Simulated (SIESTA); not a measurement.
Pb under changes of volume

One of the cells (29.314 Å³/atom); the others are scaled copies at fixed shape and fractional positions:

```
CELL_PARAMETERS angstrom
3.48000 0.00000 0.00000
-1.74000 3.01377 0.00000
0.00000 0.00000 5.59000
ATOMIC_POSITIONS crystal
Pb 0.66667 0.33333 0.75000
Pb 0.33333 0.66667 0.25000
```

This isn't the form of Pb at room conditions, which is fcc.

```yaml
Program: SIESTA 5.4.2
Functional: PBEsol
Potentials_or_basis: PseudoDojo 0.4 standard (PBEsol files)
Basis: DZP (energy shift 0.003 Ry; two zetas on semicore shells)
Grid_cutoff: 500 Ry
Energy_shift: 0.003 Ry
k_mesh: 9 × 9 × 5
Occupations: fermi-dirac, width 0.05 eV
Spin: no spin polarisation
```

| volume (Å³/atom) | energy over the lowest point (meV/atom) | pressure (GPa) |
| --- | --- | --- |
| 27.555 | 42.20 | 5.3 |
| 28.141 | 25.47 | 3.9 |
| 28.727 | 13.67 | 2.8 |
| 29.314 | ? | ? |
| 29.900 | 1.24 | 0.8 |
| 30.486 | 0.00 | 0.0 |
| 31.073 | 1.52 | -0.7 |

What does the run at 29.314 Å³/atom give?

Energy over the lowest point 5.68 meV/atom; pressure 1.7 GPa.

Worked out: A Birch-Murnaghan fit of order 3 (a polynomial in V^(-2/3)) to the other rows has its minimum at 30.45 Å³/atom with B0 = V·E''(V) = 39 GPa and B' = 5.8 at fixed shape and positions, which overstates the stiffness. It gives 5.63 meV/atom at 29.314 Å³/atom, against the run's 5.68, and -dE/dV = 1.7 GPa, against 1.7.

Energies are extrapolated to zero smearing.

Caveats: the basis of atomic orbitals isn't converged, which shifts pressures, moduli and gaps.
